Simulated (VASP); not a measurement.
# MnS (F-43m) in VASP: settings compared, part 2 of 2

VASP 6.6.1. The steps go on from the part before.

**3. Electric field gradients, PBEsol+U, collinear spin, ferromagnetic start**

The input, INCAR:

```
SYSTEM = MnS
PREC = Accurate
ENCUT = 520
EDIFF = 1E-8
ISMEAR = -1
SIGMA = 0.02
LREAL = .False.
LASPH = .True.
NELM = 150
ALGO = Fast
ISIF = 2
LWAVE = .False.
LCHARG = .False.
ISPIN = 2
MAGMOM = 4 4 4 4 0 0 0 0
LORBIT = 11
NUPDOWN = 3
LMAXMIX = 4
LDAU = .True.
LDAUTYPE = 2
LDAUL = 2 -1
LDAUU = 3.5 0
LDAUJ = 0 0
LDAUPRINT = 1
GGA = PS
LEFG = .True.
```

The input, MnS.cif:

```cif
data_MnS
_cell_length_a 4.94692684
_cell_length_b 4.94692684
_cell_length_c 4.94692684
_cell_angle_alpha 90.00000000
_cell_angle_beta 90.00000000
_cell_angle_gamma 90.00000000
_space_group_name_H-M_alt 'F-43m'
_space_group_name_Hall 'F -4 2 3'
_space_group_IT_number 216
loop_
_space_group_symop_operation_xyz
'x,y,z'
'y,-x,-z'
'-x,-y,z'
'-y,x,-z'
'x,-y,-z'
'y,x,z'
'-x,y,-z'
'-y,-x,z'
'z,x,y'
'-z,y,-x'
'z,-x,-y'
'-z,-y,x'
'-z,x,-y'
'z,y,x'
'-z,-x,y'
'z,-y,-x'
'y,z,x'
'-x,-z,y'
'-y,z,-x'
'x,-z,-y'
'-y,-z,x'
'x,z,y'
'y,-z,-x'
'-x,z,-y'
'x,y+1/2,z+1/2'
'y,-x+1/2,-z+1/2'
'-x,-y+1/2,z+1/2'
'-y,x+1/2,-z+1/2'
'x,-y+1/2,-z+1/2'
'y,x+1/2,z+1/2'
'-x,y+1/2,-z+1/2'
'-y,-x+1/2,z+1/2'
'z,x+1/2,y+1/2'
'-z,y+1/2,-x+1/2'
'z,-x+1/2,-y+1/2'
'-z,-y+1/2,x+1/2'
'-z,x+1/2,-y+1/2'
'z,y+1/2,x+1/2'
'-z,-x+1/2,y+1/2'
'z,-y+1/2,-x+1/2'
'y,z+1/2,x+1/2'
'-x,-z+1/2,y+1/2'
'-y,z+1/2,-x+1/2'
'x,-z+1/2,-y+1/2'
'-y,-z+1/2,x+1/2'
'x,z+1/2,y+1/2'
'y,-z+1/2,-x+1/2'
'-x,z+1/2,-y+1/2'
'x+1/2,y,z+1/2'
'y+1/2,-x,-z+1/2'
'-x+1/2,-y,z+1/2'
'-y+1/2,x,-z+1/2'
'x+1/2,-y,-z+1/2'
'y+1/2,x,z+1/2'
'-x+1/2,y,-z+1/2'
'-y+1/2,-x,z+1/2'
'z+1/2,x,y+1/2'
'-z+1/2,y,-x+1/2'
'z+1/2,-x,-y+1/2'
'-z+1/2,-y,x+1/2'
'-z+1/2,x,-y+1/2'
'z+1/2,y,x+1/2'
'-z+1/2,-x,y+1/2'
'z+1/2,-y,-x+1/2'
'y+1/2,z,x+1/2'
'-x+1/2,-z,y+1/2'
'-y+1/2,z,-x+1/2'
'x+1/2,-z,-y+1/2'
'-y+1/2,-z,x+1/2'
'x+1/2,z,y+1/2'
'y+1/2,-z,-x+1/2'
'-x+1/2,z,-y+1/2'
'x+1/2,y+1/2,z'
'y+1/2,-x+1/2,-z'
'-x+1/2,-y+1/2,z'
'-y+1/2,x+1/2,-z'
'x+1/2,-y+1/2,-z'
'y+1/2,x+1/2,z'
'-x+1/2,y+1/2,-z'
'-y+1/2,-x+1/2,z'
'z+1/2,x+1/2,y'
'-z+1/2,y+1/2,-x'
'z+1/2,-x+1/2,-y'
'-z+1/2,-y+1/2,x'
'-z+1/2,x+1/2,-y'
'z+1/2,y+1/2,x'
'-z+1/2,-x+1/2,y'
'z+1/2,-y+1/2,-x'
'y+1/2,z+1/2,x'
'-x+1/2,-z+1/2,y'
'-y+1/2,z+1/2,-x'
'x+1/2,-z+1/2,-y'
'-y+1/2,-z+1/2,x'
'x+1/2,z+1/2,y'
'y+1/2,-z+1/2,-x'
'-x+1/2,z+1/2,-y'
loop_
_atom_site_label
_atom_site_type_symbol
_atom_site_symmetry_multiplicity
_atom_site_Wyckoff_symbol
_atom_site_fract_x
_atom_site_fract_y
_atom_site_fract_z
_atom_site_occupancy
Mn1 Mn 4 a 0.0000000000 0.0000000000 0.0000000000 1
S1 S 4 c 0.2500000000 0.2500000000 0.2500000000 1
```

The input, KPOINTS:

```
regular mesh
0
Gamma
  6 6 6
  0 0 0
```

The input, POSCAR:

```
Mn S 
 1.0000000000000000
     4.9469268399999997    0.0000000000000000    0.0000000000000000
     0.0000000000000000    4.9469268399999997    0.0000000000000000
     0.0000000000000000    0.0000000000000000    4.9469268399999997
 Mn  S  
   4   4
Cartesian
  0.0000000000000000  0.0000000000000000  0.0000000000000000
  0.0000000000000000  2.4734634199999999  2.4734634199999999
  2.4734634199999999  0.0000000000000000  2.4734634199999999
  2.4734634199999999  2.4734634199999999  0.0000000000000000
  1.2367317099999999  1.2367317099999999  1.2367317099999999
  1.2367317099999999  3.7101951299999998  3.7101951299999998
  3.7101951299999998  3.7101951299999998  1.2367317099999999
  3.7101951299999998  1.2367317099999999  3.7101951299999998
```

Potentials or basis: VASP PAW PBE potentials, release 64 (Mn_pv, S).

Started as:

```console
$ ase convert -i cif -o vasp MnS.cif POSCAR
$ cat potpaw_PBE.64/Mn_pv/POTCAR potpaw_PBE.64/S/POTCAR > POTCAR
$ mpirun -np 1 vasp_std > vasp.out
```

OUTCAR:

```text
SYSTEM = MnS
   PREC = Accurate
   ENCUT = 520
   EDIFF = 1E-8
   ISMEAR = -1
   LREAL = .False.
   LASPH = .True.
   NELM = 150
   ISIF = 2
   ISPIN = 2
   LORBIT = 11
   NUPDOWN = 3
   GGA = PS

 ion  position               nearest neighbor table
   1  0.000  0.000  0.000-   5 2.14   6 2.14   7 2.14   8 2.14
   2  0.000  0.500  0.500-   5 2.14   6 2.14   7 2.14   8 2.14
   3  0.500  0.000  0.500-   5 2.14   6 2.14   7 2.14   8 2.14
   4  0.500  0.500  0.000-   5 2.14   6 2.14   7 2.14   8 2.14
   5  0.250  0.250  0.250-   1 2.14   2 2.14   3 2.14   4 2.14
   6  0.250  0.750  0.750-   1 2.14   2 2.14   3 2.14   4 2.14
   7  0.750  0.750  0.250-   1 2.14   2 2.14   3 2.14   4 2.14
   8  0.750  0.250  0.750-   1 2.14   2 2.14   3 2.14   4 2.14

  LATTYP: Found a simple cubic cell.
 ALAT       =     4.9469268400

  Lattice vectors:

[... 2562 lines left out ...]
----------------------------------------------------------------------
 ion       Cq(MHz)       eta       Q (mb)
----------------------------------------------------------------------
   1      -0.000       0.072       1.000
   2      -0.000      -0.078       1.000
   3      -0.000       0.063       1.000
   4      -0.000       0.067       1.000
   5       0.000       0.561       1.000
   6       0.000       0.445       1.000
   7       0.000       0.501       1.000
   8       0.000       0.581       1.000
----------------------------------------------------------------------

 total charge

# of ion       s       p       d       tot
------------------------------------------
    1        0.366   6.329   5.332  12.027
    2        0.366   6.329   5.332  12.027
    3        0.366   6.329   5.332  12.027
    4        0.366   6.329   5.332  12.027
    5        1.315   2.423   0.000   3.738
    6        1.315   2.423   0.000   3.738
    7        1.315   2.423   0.000   3.738
    8        1.315   2.423   0.000   3.738
--------------------------------------------------
tot          6.722  35.010  21.327  63.059

 magnetization (x)

# of ion       s       p       d       tot
------------------------------------------
    1        0.017   0.010   0.782   0.810
    2        0.017   0.010   0.782   0.810
    3        0.017   0.010   0.782   0.810
    4        0.017   0.010   0.782   0.810
    5       -0.003  -0.013   0.000  -0.016
    6       -0.003  -0.013   0.000  -0.016
    7       -0.003  -0.013   0.000  -0.016
    8       -0.003  -0.013   0.000  -0.016
--------------------------------------------------
tot          0.059  -0.010   3.129   3.178
```

Wall time 9 min (1 thread of Intel Xeon Platinum 8559C (Emerald Rapids), shared host); peak memory 0.38 GiB.

Results:

```
Free energy                                           : -42.4716 eV
Pressure                                              : 2.1 GPa
Net moment                                            : 3.00 μB per cell
Site moments                                          : Mn +0.81; S -0.02 μB
Valence electrons inside the program's atomic spheres : Mn 12.03; S 3.74
```

Electric field gradients, principal values (V/Å²):
```
atom    Vxx    Vyy    Vzz
1 Mn  0.000  0.000  0.000
2 Mn  0.000  0.000  0.000
3 Mn  0.000  0.000  0.000
4 Mn  0.000  0.000  0.000
 5 S  0.000  0.000  0.000
 6 S  0.000  0.000  0.000
 7 S  0.000  0.000  0.000
 8 S  0.000  0.000  0.000
```

Eigenvalues of the final occupation matrices:
| site | spin | trace | eigenvalues |
| --- | --- | --- | --- |
| site 1 d | 1 | 3.08 | 0.47 0.47 0.47 0.84 0.84 |
| site 1 d | 2 | 2.29 | 0.37 0.37 0.52 0.52 0.52 |
| site 2 d | 1 | 3.08 | 0.47 0.47 0.47 0.84 0.84 |
| site 2 d | 2 | 2.29 | 0.37 0.37 0.52 0.52 0.52 |
| site 3 d | 1 | 3.08 | 0.47 0.47 0.47 0.84 0.84 |
| site 3 d | 2 | 2.29 | 0.37 0.37 0.52 0.52 0.52 |
| site 4 d | 1 | 3.08 | 0.47 0.47 0.47 0.84 0.84 |
| site 4 d | 2 | 2.29 | 0.37 0.37 0.52 0.52 0.52 |

Caveat: the moment is held away from its start; the PAW data sets were made with another functional, which shifts forces and pressure a little; the total moment is fixed, so each spin has its own Fermi level; only a ferromagnetic start was run, and an antiferromagnetic order may lie lower in energy. The state reached can hang on the start; a lower one may exist.

**4. For comparison**

An earlier run on the cell as given: functional PBE; potentials or basis VASP PAW PBE potentials, release 64 (Mn_pv, S); cutoff 520 eV; k mesh 9 × 9 × 9; occupations fermi-dirac, width 0.05 eV; collinear spin, ferromagnetic start; starting moments [4.0, 0.0] μB.

* Pressure: 3.1 GPa
* Band gap on the k mesh: none (metal or under the smearing width)
* Net moment: -0.22 μB per cell
* Site moments: Mn -0.21; S +0.01 μB
* Valence electrons inside the program's atomic spheres: Mn 12.03; S 3.75

**5. Overview**

| task | level | potentials or basis | U | fixed moment (μB) | cell | k mesh | cutoff (eV) | smearing | optimiser | gap on the mesh (eV) | pressure (GPa) | moment (μB) |
| --- | --- | --- | --- | --- | --- | --- | --- | --- | --- | --- | --- | --- |
| relaxation of the atoms | r2SCAN+U | VASP PAW PBE potentials, release 64 (Mn, S) | Mn d U = 2 eV | - | atoms relaxed from: atoms moved at random, drawn with an rms of 0.02 Å | 9 × 9 × 9 | 500 | fermi-dirac 0.05 eV | BFGS | none | 48.4 | 4.32 |
| electric field gradients | PBEsol+U | VASP PAW PBE potentials, release 64 (Mn_pv, S) | Mn d U = 3.5 eV | 3 | as given | 6 × 6 × 6 | 520 | fermi-dirac 0.02 eV | - | - | 2.1 | 3.00 |
| single point | PBE | VASP PAW PBE potentials, release 64 (Mn_pv, S) | - | - | as given | 9 × 9 × 9 | 520 | fermi-dirac 0.05 eV | - | none | 3.1 | 0.22 |

Alike in all rows: spin collinear, ferromagnetic start.

Caveats: the PAW data sets were made with another functional, which shifts forces and pressure a little (some runs); a cell with one magnetic atom can't hold antiferromagnetic order, which such compounds often take (some runs); the moment is held away from its start (some runs); the total moment is fixed, so each spin has its own Fermi level (some runs); only a ferromagnetic start was run, and an antiferromagnetic order may lie lower in energy (some runs); the moment fell far below its start of 4 μB, so a state of higher moment may lie lower in energy (some runs); semilocal functionals often make such compounds metallic where correlation or magnetic order opens a gap, which also shifts bond lengths (some runs).

Total energies depend on the potentials used, so only differences within one code and one set of settings carry meaning.
